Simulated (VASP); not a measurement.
# BeTe: G0W0 in imaginary time on PBE

BeTe, F-43m (no. 216), 2 atoms in the cell. PBE, GW; PAW potentials Te_GW, Be_GW (PBE set).

GW scheme: G0W0 low-scaling; Iterations: 1; Orbital cutoff (eV): 300; Response cutoff (eV): 100; Empty bands, in units of the plane waves under the response cutoff: 1; Frequency points: 12.

## Input

INCAR.step1:
```
PREC = Accurate
ENCUT = 300
ISMEAR = 0
SIGMA = 0.05
LASPH = True
LREAL = False
GGA = PE
ALGO = Normal
EDIFF = 1E-8
NELM = 150
LWAVE = True
LCHARG = False
```

INCAR.step2, as INCAR.step1 but for:
```
- ALGO = Normal
- NELM = 150
+ ALGO = Exact
+ NELM = 1
+ ISTART = 1
+ NBANDS = 100
+ LOPTICS = True
```

INCAR.step3:
```
PREC = Accurate
ENCUT = 300
ISMEAR = 0
SIGMA = 0.05
LASPH = True
LREAL = False
GGA = PE
ALGO = G0W0R
NBANDS = 100
NBANDSGW = 8
ENCUTGW = 100
NOMEGA = 12
PRECFOCK = Fast
ISTART = 1
LWAVE = False
LCHARG = False
MAXMEM = 1800
LFOCKSTD = True
```

KPOINTS:
```
k-points
0
Gamma
  2 2 2
```

POSCAR:
```
BeTe
1.0
    0.0000000000      2.7700000000      2.7700000000
    2.7700000000      0.0000000000      2.7700000000
    2.7700000000      2.7700000000      0.0000000000
Te Be
1 1
Direct
    0.7500000000      0.7500000000      0.7500000000
    0.0000000000      0.0000000000      0.0000000000
```

Commands (each step's output is kept before the next begins):
```
cat potpaw_PBE.64/Te_GW/POTCAR potpaw_PBE.64/Be_GW/POTCAR > POTCAR
cp INCAR.step1 INCAR
mpirun -np 4 vasp_std > vasp.out
cp INCAR.step2 INCAR
mpirun -np 4 vasp_std > vasp.out
cp INCAR.step3 INCAR
mpirun -np 4 vasp_std > vasp.out
```

## Result

- Quasiparticle gap on the mesh (eV): 2.27
- Gap of the starting point on the mesh (eV): 1.76
- Quasiparticle gap at the zone centre (eV): 4.30
- Starting gap at the zone centre (eV): 3.45
- Correction of the gap between the band edges on the mesh (eV): 0.52
- Shift of the valence top (eV): -0.61
- Shift of the conduction bottom (eV): -0.09
- Z of the valence top at the zone centre: 0.78

Levels near the gap:

| k point | band | start (eV) | quasiparticle (eV) |
|---|---|---|---|
| 0 0 0 | 1 | -6.99 | -7.76 |
| 0 0 0 | 2 | 5.64 | 5.03 |
| 0 0 0 | 3 | 5.64 | 5.03 |
| 0 0 0 | 4 | 5.64 | 5.03 |
| 0 0 0 | 5 | 9.09 | 9.33 |
| 0 0 0 | 6 | 9.09 | 9.33 |
| 0 0 0 | 7 | 9.09 | 9.33 |
| 0 0 0 | 8 | 9.83 | 10.25 |
| 0.5 0.5 0 | 1 | -4.92 | -5.47 |
| 0.5 0.5 0 | 2 | 0.17 | -0.71 |
| 0.5 0.5 0 | 3 | 2.75 | 2.03 |
| 0.5 0.5 0 | 4 | 2.75 | 2.03 |
| 0.5 0.5 0 | 5 | 7.39 | 7.30 |
| 0.5 0.5 0 | 6 | 8.13 | 8.09 |
| 0.5 0.5 0 | 7 | 15.63 | 16.04 |
| 0.5 0.5 0 | 8 | 15.63 | 16.04 |

Limits: spin-orbit coupling is left out, which can change the gap by several tenths of an eV or more with Te; the mesh is coarse: neither the gap nor the screening is converged.

VASP 6.6.1 took 54 s on 4 cores (Intel Xeon Platinum 8559C (Emerald Rapids)), a shared host.
